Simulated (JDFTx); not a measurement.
# TiO2 (P4_2/mnm) in JDFTx: a series of runs

One crystal, TiO2, is run at these levels: BLYP, GLLB-SC; tasks: band structure, single point.

Program: JDFTx 1.7.0 (patched build). These are calculated values, not measurements. Logs are shortened: lines on timing, memory, paths and dates and some standing lists are left out, and cuts for length are marked. The log counts tension as positive stress, the text compression.

**The experiment to reproduce.**

From “Shallow Valence Band of Rutile GeO2 and P-type Doping”, 2020, arxiv:2011.08928, for a bulk crystal of TiO2 at 1.6 K: band gap 3.03 eV (direct).

The results are compared with them further down.

## 1. The structure

The structure is tetragonal, space group P4_2/mnm (No. 136). Conventional cell: a = 4.600 Å, b = 4.600 Å, c = 2.959 Å, α = 90.00°, β = 90.00°, γ = 90.00°. Ti (site symmetry mmm) has 6 O at 1.95 to 1.98 Å as nearest neighbours. O (site symmetry m2m) is surrounded by 3 Ti at 1.95 to 1.98 Å.

The cell is a database's computed one.

## 2. Band structure, BLYP

bands.in reads:

```
include TiO2.lattice
coords-type Lattice
include TiO2.ionpos

ion-species pseudo/Ti.upf
ion-species pseudo/O.upf
elec-cutoff 42 336
elec-ex-corr gga-x-b88 gga-c-lyp
elec-smearing Fermi 0.0018374661
elec-n-bands 32
electronic-minimize nIterations 30 energyDiffThreshold 1e-06
davidson-band-ratio 1.3
forces-output-coords Cartesian
include path.kpoints
symmetries none
fix-electron-density run.$VAR

dump-name bands.$VAR
dump End Ecomponents EigStats BandEigs Kpoints Forces
```

TiO2.lattice reads:

```
lattice \
    8.6924327600     0.0000000000     0.0000000000 \
    0.0000000000     8.6924327600     0.0000000000 \
    0.0000000000     0.0000000000     5.5921031727
```

TiO2.ionpos reads:

```
ion Ti     0.0000000000     0.0000000000     0.5000000000 1
ion Ti     0.5000000000     0.5000000000     0.0000000000 1
ion O      0.3043213200     0.3043213200     0.5000000000 1
ion O      0.1956786800     0.8043213200     0.0000000000 1
ion O      0.8043213200     0.1956786800     0.0000000000 1
ion O      0.6956786800     0.6956786800     0.5000000000 1
```

path.kpoints reads:

```
kpoint +0.0000000000 +0.0000000000 +0.0000000000 0.020000000000
kpoint +0.0000000000 +0.1666666667 +0.0000000000 0.020000000000
kpoint +0.0000000000 +0.3333333333 +0.0000000000 0.020000000000
kpoint +0.0000000000 +0.5000000000 +0.0000000000 0.020000000000
kpoint +0.1666666667 +0.5000000000 +0.0000000000 0.020000000000
kpoint +0.3333333333 +0.5000000000 +0.0000000000 0.020000000000
kpoint +0.5000000000 +0.5000000000 +0.0000000000 0.020000000000
kpoint +0.4166666667 +0.4166666667 +0.0000000000 0.020000000000
kpoint +0.3333333333 +0.3333333333 +0.0000000000 0.020000000000
kpoint +0.2500000000 +0.2500000000 +0.0000000000 0.020000000000
kpoint +0.1666666667 +0.1666666667 +0.0000000000 0.020000000000
kpoint +0.0833333333 +0.0833333333 +0.0000000000 0.020000000000
kpoint +0.0000000000 +0.0000000000 +0.0000000000 0.020000000000
kpoint +0.0000000000 +0.0000000000 +0.0833333333 0.020000000000
kpoint +0.0000000000 +0.0000000000 +0.1666666667 0.020000000000
kpoint +0.0000000000 +0.0000000000 +0.2500000000 0.020000000000
kpoint +0.0000000000 +0.0000000000 +0.3333333333 0.020000000000
kpoint +0.0000000000 +0.0000000000 +0.4166666667 0.020000000000
kpoint +0.0000000000 +0.0000000000 +0.5000000000 0.020000000000
kpoint +0.0000000000 +0.1250000000 +0.5000000000 0.020000000000
kpoint +0.0000000000 +0.2500000000 +0.5000000000 0.020000000000
kpoint +0.0000000000 +0.3750000000 +0.5000000000 0.020000000000
kpoint +0.0000000000 +0.5000000000 +0.5000000000 0.020000000000
kpoint +0.1250000000 +0.5000000000 +0.5000000000 0.020000000000
kpoint +0.2500000000 +0.5000000000 +0.5000000000 0.020000000000
kpoint +0.3750000000 +0.5000000000 +0.5000000000 0.020000000000
kpoint +0.5000000000 +0.5000000000 +0.5000000000 0.020000000000
kpoint +0.4285714286 +0.4285714286 +0.5000000000 0.020000000000
kpoint +0.3571428571 +0.3571428571 +0.5000000000 0.020000000000
kpoint +0.2857142857 +0.2857142857 +0.5000000000 0.020000000000
kpoint +0.2142857143 +0.2142857143 +0.5000000000 0.020000000000
kpoint +0.1428571429 +0.1428571429 +0.5000000000 0.020000000000
kpoint +0.0714285714 +0.0714285714 +0.5000000000 0.020000000000
kpoint +0.0000000000 +0.0000000000 +0.5000000000 0.020000000000
kpoint +0.0000000000 +0.5000000000 +0.0000000000 0.020000000000
kpoint +0.0000000000 +0.5000000000 +0.0714285714 0.020000000000
kpoint +0.0000000000 +0.5000000000 +0.1428571429 0.020000000000
kpoint +0.0000000000 +0.5000000000 +0.2142857143 0.020000000000
kpoint +0.0000000000 +0.5000000000 +0.2857142857 0.020000000000
kpoint +0.0000000000 +0.5000000000 +0.3571428571 0.020000000000
kpoint +0.0000000000 +0.5000000000 +0.4285714286 0.020000000000
kpoint +0.0000000000 +0.5000000000 +0.5000000000 0.020000000000
kpoint +0.5000000000 +0.5000000000 +0.0000000000 0.020000000000
kpoint +0.5000000000 +0.5000000000 +0.0714285714 0.020000000000
kpoint +0.5000000000 +0.5000000000 +0.1428571429 0.020000000000
kpoint +0.5000000000 +0.5000000000 +0.2142857143 0.020000000000
kpoint +0.5000000000 +0.5000000000 +0.2857142857 0.020000000000
kpoint +0.5000000000 +0.5000000000 +0.3571428571 0.020000000000
kpoint +0.5000000000 +0.5000000000 +0.4285714286 0.020000000000
kpoint +0.5000000000 +0.5000000000 +0.5000000000 0.020000000000
```

Potentials or basis: PseudoDojo-SR-PBE-0.5-standard.

Command:

```console
$ jdftx -c 1 -i bands.in -o bands.out
```

What it wrote:

```text
*************** JDFTx 1.7.0 (patched build) ***************

Input parsed successfully to the following command list (including defaults):
[... the input with its defaults ...]

---------- Initializing the Grid ----------
R =
[      8.69243            0            0  ]
[            0      8.69243            0  ]
[            0            0       5.5921  ]
unit cell volume = 422.53
G =
[   0.722834          0          0  ]
[          0   0.722834          0  ]
[          0          0    1.12358  ]
Minimum fftbox size, Smin = [  72  72  48  ]
Chosen fftbox size, S = [  72  72  48  ]

---------- Initializing tighter grid for wavefunction operations ----------
R =
[      8.69243            0            0  ]
[            0      8.69243            0  ]
[            0            0       5.5921  ]
unit cell volume = 422.53
G =
[   0.722834          0          0  ]
[          0   0.722834          0  ]
[          0          0    1.12358  ]
Minimum fftbox size, Smin = [  52  52  36  ]
Chosen fftbox size, S = [  54  54  36  ]

---------- Exchange Correlation functional ----------
Initialized LibXC exchange functional 'Becke 88'
Initialized LibXC correlation functional 'Lee, Yang & Parr'

---------- Setting up pseudopotentials ----------
Width of ionic core gaussian charges (only for fluid interactions / plotting) set to 0

Reading pseudopotential file 'pseudo/Ti.upf':
  'Ti' pseudopotential, 'PBE' functional
  Generated using ONCVPSP code by D. R. Hamann
  12 valence electrons, 4 orbitals, 6 projectors, 1001 radial grid points, with lMax = 2
    3S    l: 0   occupation:  2.0   eigenvalue: -2.301740
    3P    l: 1   occupation:  6.0   eigenvalue: -1.428110
    3D    l: 2   occupation:  2.0   eigenvalue: -0.156511
    4S    l: 0   occupation:  2.0   eigenvalue: -0.164159
  Core radius for overlap checks: 1.61 bohrs.

Reading pseudopotential file 'pseudo/O.upf':
  'O' pseudopotential, 'PBE' functional
  Generated using ONCVPSP code by D. R. Hamann
  6 valence electrons, 2 orbitals, 5 projectors, 936 radial grid points, with lMax = 2
    2S    l: 0   occupation:  2.0   eigenvalue: -0.880572
    2P    l: 1   occupation:  4.0   eigenvalue: -0.331869
  Core radius for overlap checks: 1.39 bohrs.

Initialized 2 species with 6 total atoms.

Folded 50 k-points by 1x1x1 to 50 k-points.

---------- Setting up k-points, bands, fillings ----------
No reducable k-points.
Computing the number of bands and number of electrons
Calculating initial fillings.
nElectrons:  48.000000   nBands: 32   nStates: 50

----- Setting up reduced wavefunction bases (one per k-point) -----
average nbasis = 5493.520 , ideal nbasis = 5493.205

---------- Setting up ewald sum ----------
Optimum gaussian width for ewald sums = 2.220773 bohr.
Real space sum over 891 unit cells with max indices [  4  4  5  ]
Reciprocal space sum over 2475 terms with max indices [  7  7  5  ]

---------- Allocating electronic variables ----------
Reading n from file 'run.n' ... done
Initializing wave functions:  linear combination of atomic orbitals

----------- Band structure minimization -------------
Minimization will be done independently for each quantum number.

---- Minimization of quantum number:     0  [ +0.0000000 +0.0000000 +0.0000000 ]  0.040000000 ----
BandDavidson: Iter:   0  Eband: -0.115695482392965
BandDavidson: Iter:   1  Eband: -0.121008670107355  dEband: -5.313188e-03
BandDavidson: Iter:   2  Eband: -0.121894185946950  dEband: -8.855158e-04
BandDavidson: Iter:   3  Eband: -0.122043734669411  dEband: -1.495487e-04
[... 719 lines of inner loops ...]
BandDavidson: Iter:  11  Eband: -0.121267114404095  dEband: -2.309031e-06
BandDavidson: Iter:  12  Eband: -0.121267932976277  dEband: -8.185722e-07
BandDavidson: Converged (dEband<1.000000e-06)
	FillingsUpdate:  mu: +0.381030255  nElectrons: 48.000000

Dumping 'bands.eigStats' ...
	eMin: -1.745111 at state 0 ( [ +0.000000 +0.000000 +0.000000 ] spin 0 )
	HOMO: +0.346973 at state 0 ( [ +0.000000 +0.000000 +0.000000 ] spin 0 )
	mu  : +0.381030
	LUMO: +0.416736 at state 12 ( [ +0.000000 +0.000000 +0.000000 ] spin 0 )
	eMax: +0.588361 at state 12 ( [ +0.000000 +0.000000 +0.000000 ] spin 0 )
	HOMO-LUMO gap: +0.069763
	Optical gap  : +0.069763 at state 12 ( [ +0.000000 +0.000000 +0.000000 ] spin 0 )
Done!
[note: mu, HOMO and LUMO in a band run belong to the points of the path alone and aren't those of the crystal]
```

Run time: 56 s. Hardware: 1 thread of Intel Xeon 6975P-C (Granite Rapids), shared host; peak memory 0.24 GiB.

Results:

```
Band gap along the path : 1.90 eV, direct
```

Levels at the corners of the path, in eV from the valence-band top:
```tsv
point	band 20	band 21	band 22	band 23	band 24	band 25	band 26	band 27	band 28	band 29
Γ	-1.98	-0.72	-0.46	-0.46	0.00	1.90	2.18	2.42	2.52	2.52
X	-3.04	-1.64	-1.64	-0.73	-0.73	2.55	2.55	3.04	3.04	3.57
M	-2.17	-1.31	-1.31	-1.08	-1.08	1.93	1.93	2.55	2.55	3.83
Γ	-1.98	-0.72	-0.46	-0.46	0.00	1.90	2.18	2.42	2.52	2.52
Z	-2.76	-2.33	-2.33	-1.41	-1.41	2.98	2.98	3.21	3.21	3.67
R	-2.35	-2.02	-2.02	-1.03	-1.03	1.95	1.95	3.23	3.23	3.91
A	-2.73	-1.28	-1.28	-0.67	-0.67	2.62	2.62	3.23	3.23	3.25
Z	-2.76	-2.33	-2.33	-1.41	-1.41	2.98	2.98	3.21	3.21	3.67
X	-3.04	-1.64	-1.64	-0.73	-0.73	2.55	2.55	3.04	3.04	3.57
R	-2.35	-2.02	-2.02	-1.03	-1.03	1.95	1.95	3.23	3.23	3.91
M	-2.17	-1.31	-1.31	-1.08	-1.08	1.93	1.93	2.55	2.55	3.83
A	-2.73	-1.28	-1.28	-0.67	-0.67	2.62	2.62	3.23	3.23	3.25
```

## 3. Single point, GLLB-SC

TiO2.in reads:

```
lattice Tetragonal 8.6924327600 5.5921031727
coords-type Lattice
ion Ti     0.0000000000     0.0000000000     0.5000000000 1
ion Ti     0.5000000000     0.5000000000     0.0000000000 1
ion O      0.3043213200     0.3043213200     0.5000000000 1
ion O      0.1956786800     0.8043213200     0.0000000000 1
ion O      0.8043213200     0.1956786800     0.0000000000 1
ion O      0.6956786800     0.6956786800     0.5000000000 1

ion-species pseudo/Ti.upf
ion-species pseudo/O.upf
elec-cutoff 42 336
elec-ex-corr orb-GLLBsc
kpoint-folding 5 5 7
elec-n-bands 32
electronic-SCF nIterations 100 energyDiffThreshold 1e-09 residualThreshold 1e-05
electronic-minimize nIterations 30 energyDiffThreshold 1e-7
converge-empty-states yes
forces-output-coords Cartesian

dump-name run.$VAR
dump End Ecomponents EigStats BandEigs Kpoints Forces
```

Potentials or basis: PseudoDojo-SR-PBE-0.5-standard.

Command:

```console
$ jdftx -c 1 -i TiO2.in -o TiO2.out
```

What it wrote:

```text
*************** JDFTx 1.7.0 (patched build) ***************

Input parsed successfully to the following command list (including defaults):
[... the input with its defaults ...]

---------- Setting up symmetries ----------

Found 16 point-group symmetries of the bravais lattice
Found 16 space-group symmetries with basis
Applied RMS atom displacement 0 bohrs to make symmetries exact.

---------- Initializing the Grid ----------
R =
[      8.69243            0            0  ]
[            0      8.69243            0  ]
[            0            0       5.5921  ]
unit cell volume = 422.53
G =
[   0.722834          0          0  ]
[          0   0.722834          0  ]
[          0          0    1.12358  ]
Minimum fftbox size, Smin = [  72  72  48  ]
Chosen fftbox size, S = [  72  72  48  ]

---------- Initializing tighter grid for wavefunction operations ----------
R =
[... 147 lines left out ...]
ion O   0.195678680000000   0.804321320000000   0.000000000000000 1
ion O   0.804321320000000   0.195678680000000   0.000000000000000 1
ion O   0.695678680000000   0.695678680000000   0.500000000000000 1

# Forces in Cartesian coordinates:
force Ti   0.000000000000000  -0.000000000000000   0.000000000000000 1
force Ti   0.000000000000000   0.000000000000000  -0.000000000000000 1
force O  -0.010620880894416  -0.010620880894416  -0.000000000000000 1
force O   0.010620880894416  -0.010620880894416   0.000000000000000 1
force O  -0.010620880894416   0.010620880894416   0.000000000000000 1
force O   0.010620880894416   0.010620880894416  -0.000000000000000 1

# Energy components:
   Eewald =     -132.0438136136033904
       EH =       43.2479777208714609
     Eloc =     -144.0456609545192350
      Enl =       -8.9548669949568200
      Exc =      -28.5116279162376571
       KE =       91.1292589358690464
-------------------------------------
     Etot =     -179.1787328225766203

IonicMinimize: Iter:   0  Etot: -179.178732822576620  |grad|_K:  7.081e-03
IonicMinimize: None of the convergence criteria satisfied after 0 iterations.

#--- Lowdin population analysis ---
# oxidation-state Ti +1.769 +1.769
# oxidation-state O -0.858 -0.858 -0.858 -0.858

Dumping 'run.eigStats' ...
	eMin: -1.825026 at state 0 ( [ +0.000000 +0.000000 +0.000000 ] spin 0 )
	HOMO: +0.232321 at state 0 ( [ +0.000000 +0.000000 +0.000000 ] spin 0 )
	mu  : +0.257261
	LUMO: +0.340770 at state 0 ( [ +0.000000 +0.000000 +0.000000 ] spin 0 )
	eMax: +0.493919 at state 0 ( [ +0.000000 +0.000000 +0.000000 ] spin 0 )
	HOMO-LUMO gap: +0.108449
	Optical gap  : +0.108449 at state 0 ( [ +0.000000 +0.000000 +0.000000 ] spin 0 )
WARNING: the last solve of the electrons (or of bands or displaced states from it) ended unconverged.
Done!
[note: without smearing the FillingsUpdate lines are those of the first guess, not of the final state]
[note: this functional has no energy, so the totals, forces and stress in the log carry no meaning]
```

It took 5.4 min on 1 thread of Intel Xeon 6975P-C (Granite Rapids), shared host; peak memory 0.2 GiB.

What came out:

* Band gap on the k mesh, Kohn-Sham part alone: 2.95 eV, direct
* Loewdin charges: Ti +1.77; O -0.86 e

Levels at points of the mesh, in eV from the valence-band top:
```csv
k point,band 21,band 22,band 23,band 24,band 25,band 26,band 27,band 28
"(0.00, 0.00, 0.00)",-0.64,-0.41,-0.41,0.00,2.95,3.20,3.46,3.57
```

Caveat: the gap lacks the derivative discontinuity; the empty levels aren't tightly converged; a model potential gives levels but no total energy; an odd mesh through Γ misses points on the zone boundary, where band edges often lie.

## 4. How close it comes

Step 2. Measured gap of TiO2: 3.03 eV (direct; 1.6 K; quoted in “Shallow Valence Band of Rutile GeO2 and P-type Doping”, 2020, arxiv:2011.08928). This calculation gives 1.90 eV (-1.13 eV). 2 values of this kind are on record in papers (3.03 to 3.05 eV); this one was drawn at random among those near their median. The value is that of BLYP, without temperature or zero-point motion. Semilocal functionals fall short of measured gaps as a rule. The cell is a database's relaxed one, not the measured one, which moves gaps too.

Step 3. The gap isn't set beside the measured one, since the derivative discontinuity is missing.
